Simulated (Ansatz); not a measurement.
# CoSi (P2_13) in Ansatz: a series of runs, part 3 of 3

Ansatz 0.2.0. Earlier steps stand in the parts before.

### 4 Relaxation of cell and atoms, BLYP, collinear spin, ferromagnetic start

File input.yaml:

```yaml
crystal:
  lattice:
    - [4.438, 0.0, 0.0]
    - [0.0, 4.438, 0.0]
    - [0.0, 0.0, 4.438]
  atoms:
    - { symbol: Co, position: [0.86, 0.64, 0.36], spin: 2.0 }
    - { symbol: Co, position: [0.64, 0.36, 0.86], spin: 2.0 }
    - { symbol: Co, position: [0.36, 0.86, 0.64], spin: 2.0 }
    - { symbol: Co, position: [0.14, 0.14, 0.14], spin: 2.0 }
    - { symbol: Si, position: [0.157, 0.343, 0.657] }
    - { symbol: Si, position: [0.343, 0.657, 0.157] }
    - { symbol: Si, position: [0.657, 0.157, 0.343] }
    - { symbol: Si, position: [0.843, 0.843, 0.843] }
hamiltonian:
  xc: blyp
  pseudopotentials: { kind: paw }
magnetization:
  spin_polarized: true
kpoints:
  mp_grid: { grid: [6, 6, 6] }
scf:
  occupations: { method: fermi_dirac, width: 0.05 }
output:
  forces: true
  stress: true
relax:
  f_tol: 0.01
  max_steps: 40
  cell: { stress_tol: 0.05 }
```

Potentials or basis: Ansatz PAW.

Started as:

```sh
$ ansatz run input.yaml --threads 4 --pin off --max-ram 11264MiB --backend cpu --events-out ev --progress --plain --runs-dir out
```

The log of the run:

```text
Warning: RAYON_NUM_THREADS=4 ignored (pool sized by the plan → 4); use --threads N
Engine: ansatz 0.2.0, aarch64-unknown-linux-gnu
Pseudopotentials: kind: paw
Pseudopotential: Co, paw, valence charge 17, recommended cutoff 420 eV (normal), Co.paw.azcp
Pseudopotential: Si, paw, valence charge 4, recommended cutoff 420 eV (normal), Si.paw.azcp
Functional definition: BLYP
  parameter beta = 0.0042
  parameter a = 0.04918
  parameter b = 0.132
  parameter c = 0.2533
  parameter d = 0.349
  exchange = b88_x(beta = beta)
  correlation = lyp_c(a = a, b = b, c = c, d = d)
Crystal: 8 atoms, lattice volume = 87.410 Å³
Basis set: ecut = 420 eV, 1743 PW (Γ), exchange–correlation on 60×60×60 points (8 copies of the dense FFT grid, shifted against one another)
Bands: 56, of which v1, the nominal top of the filled ones, is band 42 counted from 1 (41 counted from 0)
Symmetry: 12 space group operations
Space group: P213 (ITA 198), of the structure as read, at distance tolerance 4.4e-5 Å
Magnetic group: BNS 198.9 (UNI 1511), of the structure as read, at distance tolerance 4.4e-5 Å
k-points: 24 of 216 (time reversal used)
Non-local potential: Co, projectors of the file, l = 0: 3, l = 1: 2, l = 2: 3, l = 3: 1
Non-local potential: Si, projectors of the file, l = 0: 2, l = 1: 2, l = 2: 2
PAW form: soft (Blöchl's): semilocal exchange-correlation on the pseudo side does not see the compensation charge
PAW frozen core: Co, regenerated for the run's functional, and the local potential with it (the file was generated under x = pbe(κ = 0.804, μ = 0.2195149727645171), c = pbe(β = 0.06672455060314922))
PAW frozen core: Si, regenerated for the run's functional, and the local potential with it (the file was generated under x = pbe(κ = 0.804, μ = 0.2195149727645171), c = pbe(β = 0.06672455060314922))
PAW one-centre angular grid: Co, 590 points (default); XC on 64 Gauss nodes
PAW one-centre angular grid: Si, 110 points (default); XC on 64 Gauss nodes
[... 150 lines left out ...]
  E_xc         = -853.249674
  E_vxc        = -1001.384805  (∫ρ·V_xc dr)
  E_paw        = -8182.476173  (= ΣΔE_a)
  E_vpaw       = -1982.024764  (= ΣTr[D̂ρ^β])
  E_aug_tail   = 0.000320  (compensation charges beyond the density's cutoff)
  E_ewald      = -9784.838343
  E_core_change = 0.086152  (= ΣΔE_core)
  E_smearing   = -0.016115  (= −TS)
  E_closure    = -0.000000  (closes the sum)
  Σ components = -23097.251653   (vs F -23097.251653, Δ=0.00e0)
--- Forces (eV/Å), atoms counted from 1 ---
  atom   1  Co    -0.00022341     0.00022341    -0.00022341
  atom   2  Co     0.00022341    -0.00022341    -0.00022341
  atom   3  Co    -0.00022341    -0.00022341     0.00022341
  atom   4  Co     0.00022341     0.00022341     0.00022341
  atom   5  Si     0.00016849    -0.00016849     0.00016849
  atom   6  Si    -0.00016849     0.00016849     0.00016849
  atom   7  Si     0.00016849     0.00016849    -0.00016849
  atom   8  Si    -0.00016849    -0.00016849    -0.00016849
  max |Σ_I F_I| component: 5.09e-17 eV/Å
--- Stress (GPa, compression-positive) ---
        0.002349       0.000000      -0.000000
        0.000000       0.002349       0.000000
       -0.000000       0.000000       0.002349
  P = ⅓ Tr σ = 0.0023 GPa (0.023 kbar)
--- Relaxed structure (5 steps of the walk, 5 accepted, 2 SCFs on fresh bases) ---
  F+E_penalty+E_count = -23097.25165344 eV   max|allowed force component| = 2.234e-4 eV/Å   (the final SCF, on the basis selected at the relaxed cell)
  cell:  # Å, volume = 91.2869 Å³
    - [4.5026631741657965, -2.5679065925163143e-34, -1.2839532962581571e-33]
    - [-5.135813185032629e-34, 4.5026631741657965, -1.2839532962581572e-34]
    - [-1.0271626370065257e-33, -1.2839532962581572e-34, 4.5026631741657965]
  atoms:
    - { symbol: Co, position: [0.8601279533219591, 0.6398720466780408, 0.3601279533219591] }
    - { symbol: Co, position: [0.6398720466780408, 0.3601279533219591, 0.8601279533219591] }
    - { symbol: Co, position: [0.3601279533219591, 0.8601279533219591, 0.6398720466780408] }
    - { symbol: Co, position: [0.13987204667804085, 0.13987204667804085, 0.13987204667804085] }
    - { symbol: Si, position: [0.15896003111736787, 0.34103996888263205, 0.6589600311173678] }
    - { symbol: Si, position: [0.34103996888263205, 0.6589600311173678, 0.15896003111736787] }
    - { symbol: Si, position: [0.6589600311173678, 0.15896003111736787, 0.34103996888263205] }
    - { symbol: Si, position: [0.841039968882632, 0.841039968882632, 0.841039968882632] }
```

Wall time 61 s (4 threads of Arm Neoverse V1, shared host); peak memory 0.52 GiB.

Results:

```
Free energy                            : -23097.2517 eV
Relaxed volume                         : 11.41 Å³/atom
Relaxed cell                           : a = 4.503 Å, b = 4.503 Å, c = 4.503 Å, α = 90.00°, β = 90.00°, γ = 90.00°
Space group after relaxing (to 0.05 Å) : P2_13 (No. 198)
Energy gained by relaxing              : 13.2 meV/atom
Ionic steps                            : 7
Pressure after relaxing                : 0.0 GPa
Net moment                             : 0.00 μB per cell
Absolute moment                        : 0.00 μB per cell
```

Step by step:
| step | energy change (eV) | largest force (eV/Å) | volume (Å³) |
| --- | --- | --- | --- |
| 1 | 0.0000 | 0.1663 | 87.41 |
| 2 | -0.0786 | 0.0887 | 89.37 |
| 3 | -0.1013 | 0.0338 | 91.08 |
| 4 | -0.1015 | 0.0057 | 91.21 |
| 5 | -0.1053 | 0.0056 | 91.21 |
| 6 | -0.1053 | 0.0004 | 91.29 |
| 7 | -0.1054 | 0.0004 | 91.29 |

Final structure:
```cif
data_structure
_symmetry_space_group_name_H-M 'P 1'
_symmetry_Int_Tables_number 1
_cell_length_a 4.5027
_cell_length_b 4.5027
_cell_length_c 4.5027
_cell_angle_alpha 90.000
_cell_angle_beta 90.000
_cell_angle_gamma 90.000
_cell_volume 91.29
loop_
_atom_site_label
_atom_site_type_symbol
_atom_site_fract_x
_atom_site_fract_y
_atom_site_fract_z
_atom_site_occupancy
Co1 Co 0.86013 0.63987 0.36013 1
Co2 Co 0.63987 0.36013 0.86013 1
Co3 Co 0.36013 0.86013 0.63987 1
Co4 Co 0.13987 0.13987 0.13987 1
Si1 Si 0.15896 0.34104 0.65896 1
Si2 Si 0.34104 0.65896 0.15896 1
Si3 Si 0.65896 0.15896 0.34104 1
Si4 Si 0.84104 0.84104 0.84104 1
```

Caveat: the starting moments collapsed, and a magnetic state may lie lower; the plane-wave basis is chosen anew once the cell has moved, so the energies of steps on either side of that aren't comparable; the PAW data sets come from PBE, with cores solved anew for the run's functional, which leaves a small shift of forces and pressure; the starting moments weren't kept.

### 5 Relaxation of cell and atoms, RPBE, collinear spin, ferromagnetic start

Changes to input.yaml since step 4:

```diff
@@ -15,3 +15,3 @@
 hamiltonian:
-  xc: blyp
+  xc: rpbe
   pseudopotentials: { kind: paw }
@@ -26,2 +26,6 @@
   stress: true
+  write_density: true
+  write_potential: true
+  elf: true
+  volumetric_format: npy
 relax:
```

Started as:

```sh
$ ansatz run input.yaml --threads 4 --pin off --max-ram 11264MiB --backend cpu --events-out ev --progress --plain --runs-dir out
```

Run time: 38 s. Hardware: 4 threads of Arm Neoverse V2, shared host; peak memory 0.52 GiB.

Results (log left out):

| Quantity | Value |
| --- | --- |
| Free energy | -23084.1763 eV |
| Relaxed volume | 11.07 Å³/atom |
| Relaxed cell | a = 4.458 Å, b = 4.458 Å, c = 4.458 Å, α = 90.00°, β = 90.00°, γ = 90.00° |
| Space group after relaxing (to 0.05 Å) | P2_13 (No. 198) |
| Energy gained by relaxing | 4.5 meV/atom |
| Ionic steps | 6 |
| Pressure after relaxing | 0.0 GPa |
| Largest force after relaxing | 0.004 eV/Å |
| Band gap on the k mesh | none (metal or under the smearing width) |
| Net moment | 0.00 μB per cell |
| Absolute moment | 0.00 μB per cell |

Forces on the atoms (eV/Å):
```
Co   0.001 -0.001  0.001
Co  -0.001  0.001  0.001
Co   0.001  0.001 -0.001
Co  -0.001 -0.001 -0.001
Si  -0.003  0.003 -0.003
Si   0.003 -0.003 -0.003
Si  -0.003 -0.003  0.003
Si   0.003  0.003  0.003
```

Step by step:
| step | energy change (eV) | largest force (eV/Å) | volume (Å³) |
| --- | --- | --- | --- |
| 1 | 0.0000 | 0.3042 | 87.41 |
| 2 | -0.0200 | 0.2202 | 88.17 |
| 3 | -0.0328 | 0.0745 | 88.80 |
| 4 | -0.0347 | 0.0409 | 88.58 |
| 5 | -0.0350 | 0.0045 | 88.59 |
| 6 | -0.0356 | 0.0045 | 88.59 |

Final structure:
```cif
data_structure
_symmetry_space_group_name_H-M 'P 1'
_symmetry_Int_Tables_number 1
_cell_length_a 4.4579
_cell_length_b 4.4579
_cell_length_c 4.4579
_cell_angle_alpha 90.000
_cell_angle_beta 90.000
_cell_angle_gamma 90.000
_cell_volume 88.59
loop_
_atom_site_label
_atom_site_type_symbol
_atom_site_fract_x
_atom_site_fract_y
_atom_site_fract_z
_atom_site_occupancy
Co1 Co 0.85519 0.64481 0.35519 1
Co2 Co 0.64481 0.35519 0.85519 1
Co3 Co 0.35519 0.85519 0.64481 1
Co4 Co 0.14481 0.14481 0.14481 1
Si1 Si 0.15681 0.34319 0.65681 1
Si2 Si 0.34319 0.65681 0.15681 1
Si3 Si 0.65681 0.15681 0.34319 1
Si4 Si 0.84319 0.84319 0.84319 1
```

Levels at points of the mesh, in eV from the Fermi level:
Spin up:
```csv
k point,band 40,band 41,band 42,band 43,band 44,band 45
"(0.00, 0.00, 0.00)",-0.79,-0.04,-0.04,-0.04,2.39,2.39
"(0.00, 0.00, -0.50)",-0.67,-0.50,-0.50,0.94,0.94,1.41
"(0.00, -0.50, -0.50)",-1.01,-0.07,-0.07,0.53,0.53,1.91
"(-0.50, -0.50, -0.50)",-1.22,-0.25,-0.25,-0.25,-0.25,5.26
```
Spin down:
| k point | band 40 | band 41 | band 42 | band 43 | band 44 | band 45 |
| --- | --- | --- | --- | --- | --- | --- |
| (0.00, 0.00, 0.00) | -0.79 | -0.04 | -0.04 | -0.04 | 2.39 | 2.39 |
| (0.00, 0.00, -0.50) | -0.67 | -0.50 | -0.50 | 0.94 | 0.94 | 1.41 |
| (0.00, -0.50, -0.50) | -1.01 | -0.07 | -0.07 | 0.53 | 0.53 | 1.91 |
| (-0.50, -0.50, -0.50) | -1.22 | -0.25 | -0.25 | -0.25 | -0.25 | 5.26 |

Caveat: the starting moments collapsed, and a magnetic state may lie lower; the plane-wave basis is chosen anew once the cell has moved, so the energies of steps on either side of that aren't comparable; the PAW data sets come from PBE, with cores solved anew for the run's functional, which leaves a small shift of forces and pressure; the starting moments weren't kept.

### 6 Relaxation of cell and atoms, PBE+D4, collinear spin, ferromagnetic start

Changes to input.yaml since step 5:

```diff
@@ -15,4 +15,5 @@
 hamiltonian:
-  xc: rpbe
+  xc: pbe
   pseudopotentials: { kind: paw }
+  dispersion: d4
 magnetization:
@@ -26,6 +27,2 @@
   stress: true
-  write_density: true
-  write_potential: true
-  elf: true
-  volumetric_format: npy
 relax:
```

Potentials or basis: Ansatz PAW.

Started as:

```sh
$ ansatz run input.yaml --threads 4 --pin off --max-ram 11264MiB --backend cpu --events-out ev --progress --plain --runs-dir out
```

The log of the run:

```text
Warning: RAYON_NUM_THREADS=4 ignored (pool sized by the plan → 4); use --threads N
[... 9 set-up lines as earlier in the session ...]
Crystal: 8 atoms, lattice volume = 87.410 Å³
Basis set: ecut = 420 eV, 1743 PW (Γ), exchange–correlation on 60×60×60 points (8 copies of the dense FFT grid, shifted against one another)
Bands: 56, of which v1, the nominal top of the filled ones, is band 42 counted from 1 (41 counted from 0)
[... 1 set-up line as earlier in the session ...]
[... 146 lines left out ...]
--- Forces (eV/Å), atoms counted from 1 ---
  atom   1  Co    -0.00001054     0.00001054    -0.00001054
  atom   2  Co     0.00001054    -0.00001054    -0.00001054
  atom   3  Co    -0.00001054    -0.00001054     0.00001054
  atom   4  Co     0.00001054     0.00001054     0.00001054
  atom   5  Si     0.00176147    -0.00176147     0.00176147
  atom   6  Si    -0.00176147     0.00176147     0.00176147
  atom   7  Si     0.00176147     0.00176147    -0.00176147
  atom   8  Si    -0.00176147    -0.00176147    -0.00176147
  max |Σ_I F_I| component: 9.24e-17 eV/Å
--- Stress (GPa, compression-positive) ---
       -0.014815       0.000000      -0.000000
        0.000000      -0.014815       0.000000
       -0.000000       0.000000      -0.014815
  P = ⅓ Tr σ = -0.0148 GPa (-0.148 kbar)
--- Relaxed structure (5 steps of the walk, 5 accepted, 1 SCFs on fresh bases) ---
  F+E_penalty+E_count = -23056.79425848 eV   max|allowed force component| = 1.761e-3 eV/Å   (the final SCF, on the basis selected at the relaxed cell)
  cell:  # Å, volume = 84.3572 Å³
    - [4.385718295222855, -3.8518598887744726e-34, 6.4197664812907865e-34]
    - [-3.209883240645393e-34, 4.385718295222855, -1.925929944387236e-34]
    - [5.135813185032629e-34, -1.925929944387236e-34, 4.385718295222855]
  atoms:
    - { symbol: Co, position: [0.854004642444786, 0.6459953575552138, 0.35400464244478597] }
    - { symbol: Co, position: [0.6459953575552138, 0.35400464244478597, 0.854004642444786] }
    - { symbol: Co, position: [0.35400464244478597, 0.854004642444786, 0.6459953575552138] }
    - { symbol: Co, position: [0.14599535755521384, 0.14599535755521384, 0.14599535755521384] }
    - { symbol: Si, position: [0.15637093732059712, 0.3436290626794028, 0.656370937320597] }
    - { symbol: Si, position: [0.3436290626794028, 0.656370937320597, 0.15637093732059712] }
    - { symbol: Si, position: [0.656370937320597, 0.15637093732059712, 0.3436290626794028] }
    - { symbol: Si, position: [0.8436290626794026, 0.8436290626794026, 0.8436290626794026] }
```

It took 46 s on 4 threads of Arm Neoverse V1, shared host; peak memory 0.5 GiB.

Results:

* Free energy: -23056.7943 eV
* Relaxed volume: 10.54 Å³/atom
* Relaxed cell: a = 4.386 Å, b = 4.386 Å, c = 4.386 Å, α = 90.00°, β = 90.00°, γ = 90.00°
* Space group after relaxing (to 0.05 Å): P2_13 (No. 198)
* Energy gained by relaxing: 12.0 meV/atom
* Ionic steps: 6
* Pressure after relaxing: 0.0 GPa
* Largest force after relaxing: 0.003 eV/Å
* Net moment: 0.00 μB per cell
* Absolute moment: 0.00 μB per cell

Forces on the atoms (eV/Å):
```
Co   0.000  0.000  0.000
Co   0.000  0.000  0.000
Co   0.000  0.000  0.000
Co   0.000  0.000  0.000
Si   0.002 -0.002  0.002
Si  -0.002  0.002  0.002
Si   0.002  0.002 -0.002
Si  -0.002 -0.002 -0.002
```

Step by step:
```csv
step,energy change (eV),largest force (eV/Å),volume (Å³)
1,0.0000,0.2569,87.41
2,-0.0649,0.2443,85.76
3,-0.0957,0.0853,84.10
4,-0.0976,0.0262,84.27
5,-0.0978,0.0030,84.36
6,-0.0962,0.0031,84.36
```

Final structure:
```xyz
8
Lattice="4.3857 0.0000 0.0000 0.0000 4.3857 0.0000 0.0000 0.0000 4.3857" Properties=species:S:1:pos:R:3 pbc="T T T"
Co    3.7454    2.8332    1.5526
Co    2.8332    1.5526    3.7454
Co    1.5526    3.7454    2.8332
Co    0.6403    0.6403    0.6403
Si    0.6858    1.5071    2.8787
Si    1.5071    2.8787    0.6858
Si    2.8787    0.6858    1.5071
Si    3.6999    3.6999    3.6999
```

Caveat: the starting moments collapsed, and a magnetic state may lie lower; the plane-wave basis is chosen anew once the cell has moved, so the energies of steps on either side of that aren't comparable; the starting moments weren't kept.
